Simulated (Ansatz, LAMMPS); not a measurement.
# Site preference of S in place of O in a frame of Al2O3 from 2000 K with crystalline order left by the classical run (150 atoms): runs compared

Aim: make S in place of O at several sites of a frame of Al2O3 from 2000 K with crystalline order left by the classical run (150 atoms), relax each, and compare their energies.

Computed with Ansatz 0.2.0: Kohn-Sham DFT, PBE, PAW (set soft_2), plane waves.

### 1. The cell as built

The cell holds 150 atoms: 60 Al and 90 O. Its edges and angles: a = 11.325 Å, b = 11.325 Å, c = 11.325 Å, α = 90.0°, β = 90.0°, γ = 90.0°. It derives from Al2O3. 150 atoms (60 Al, 90 O) placed at random at 3 g/cm³, melted at 5000 K for 10 ps at fixed volume with the Morse and Coulomb pair potential with partial charges (Pedone, Malavasi, Menziani, Cormack and Segre, J. Phys. Chem. B 110, 11780 (2006)). Snapshot at the end of a hold of 10 ps at 2000 K and zero pressure.

What the set-up can't give: The network of bonds at the start is that of the classical potential that made the cell, and needn't be the one that DFT or experiment would give. The Brillouin zone is sampled at Γ only, in a cell whose shortest periodic width is 11 Å.

### 2. The reference run

The reference is a single point at the end of the relaxation.

Every defect cell starts from the geometry of this run and is relaxed in the fixed cell.

Its input, with most atom lines left out:

```yaml
crystal:
  lattice:
    - [11.32468, 0.0, 0.0]
    - [0.0, 11.32468, 0.0]
    - [0.0, 0.0, 11.32468]
  atoms:
    - { symbol: Al, position: [0.30169, 0.9391, 0.70017] }
    - { symbol: Al, position: [0.28473, 0.01069, 0.16205] }
    - { symbol: Al, position: [0.30508, 0.65648, 0.38824] }
    - { symbol: Al, position: [0.81982, 0.94181, 0.74464] }
    - { symbol: Al, position: [0.81398, 0.94678, 0.23775] }
    - { symbol: Al, position: [0.23238, 0.43938, 0.16145] }
    - { symbol: Al, position: [0.58626, 0.28786, 0.68464] }
    [... atom lines 8 to 150 left out ...]
kpoints:
  mp_grid: { grid: [1, 1, 1] }
hamiltonian:
  xc: pbe
scf:
  occupations: { method: fermi_dirac, width: 0.172 }
output:
  forces: true
  stress: true
  populations: true
  dos:
    method: { smearing: { sigma: 0.15 } }
    de: 0.1
    projected: { site_lists: { Al: [Al], O: [O] } }
  eigenvalues: true
  write_density: true
  write_potential: true
  volumetric_format: npy
  elf: true
```

| Item | Value |
| --- | --- |
| free energy per atom | -556.8308 eV/atom |
| r.m.s. force component | 0.003 eV/Å |
| pressure | 2.388 GPa |

Filled and empty levels are parted by 3.56 eV (at Γ alone); a semilocal functional tends to put such gaps too low. In a disordered cell it changes from sample to sample, and tail or defect levels can set it.

### 3. The runs

Each row is one run, on 4 threads of Arm Neoverse V1, shared host. The free energy is the program's total, comparable only between runs with the same functional, potentials and atoms.

```
                                 run  atoms    outcome  ionic steps, all passes  free energy (eV)     time  host memory (GiB)
           Single point at the start    150  converged                        -        -83470.128     20 s                2.2
                          Relaxation    150  converged                       17        -83524.619  4.9 min                2.2
Single point at the relaxed geometry    150  converged                        -        -83524.619     42 s                2.2
         S on a site of O, site O107    150  converged                       13        -83856.855   11 min                3.8
          S on a site of O, site O76    150  converged                        8        -83857.514  7.1 min                3.8
          S on a site of O, site O86    150  converged                        9        -83857.089  8.5 min                3.8
          S on a site of O, site O71    150  converged                        8        -83856.641  7.6 min                3.8
         S on a site of O, site O142    150  converged                       13        -83857.872   13 min                3.8
```

In some runs the program notes that starting moments were not kept.

Local excerpt of 10 atoms (numbers count through the whole input) about site O142, the cheapest one, after relaxation; x, y, z are measured from there.

```
atom      x      y      z  distance (Å)  bonds
S142   0.34   0.30   0.00          0.45      5
Al17  -0.19  -1.61  -1.16          2.00      5
Al12  -0.38  -1.17   1.68          2.09      6
 Al4  -1.96   0.98  -0.10          2.19      6
O130  -1.82  -0.59  -1.47          2.41      4
 O62  -2.08  -0.42   1.47          2.58      3
Al35   0.11   2.62   0.63          2.70      5
O114  -0.68  -2.62   0.42          2.74      4
Al33   1.10   1.52  -2.04          2.77      5
O116   1.51  -2.32  -0.87          2.90      3
```

The column of bonds counts only the pairs O-Al within 2.23 Å, Al-S within 2.88 Å; other neighbours, such as metal atoms beside each other in a compound, aren't counted, and periodic images can show an atom twice.

### 4. The sites compared

All these cells hold the same atoms, so their energies can be compared with no chemical potential.

```
site  neighbours  mean distance (Å)  atoms within 6 Å  energy over the best site (eV)  before relaxation (eV)  gain on relaxing (eV)
O142         Al4               1.94                95                            0.00                    2.55                   6.13
 O76         Al4               2.01                90                            0.36                    0.00                   3.23
 O86         Al3               1.85                96                            0.78                    2.15                   4.96
O107         Al2               1.69                90                            1.02                    3.90                   6.47
 O71         Al3               1.84                91                            1.23                    2.99                   5.35
```

Neighbours are those of the relaxed host within 2.27 Å (O-Al); other pairs aren't counted.

### 5. What came out

The cheapest site is O142 (4 neighbours, Al4); the dearest, O71 (3 neighbours, Al3), costs 1.2 eV more. By coordination the energies over the best site are 1.02 eV with 2 neighbours, 0.78 to 1.23 eV with 3 neighbours and 0.00 to 0.36 eV with 4 neighbours. Relaxation changes the order: the best site before relaxing was O76.

Caveats: Defects are neutral and interact with their images. The reference ran with fermi-dirac smearing of 0.172 eV, but 5 of the 5 defect cells with fermi-dirac smearing of 0.025 eV, spin polarised. In a disordered cell the relaxation can also rearrange atoms far from the site. In the spin-polarised runs the search for a state of lower energy was switched off. Only 5 of the 90 O sites were tried; unless symmetry makes the others alike to these, a cheaper one may exist. The stress is far from hydrostatic: its diagonal is 5.4, 0.7, 1.1 GPa, compression counted positive. The pressure of 2.4 GPa says that the cell would expand at this level of theory.

The DFT runs together took 53 min of wall time.

[Logs are printed without paths, hosts, clocks, repeated set-up lines and the standing remarks that a program may print on its own settings, such as how far it seeks lower states.]

[Hosts, paths, dates, database ids (printed as entryN), source tags and the programs' standing remarks are cut or masked in the printed files.]
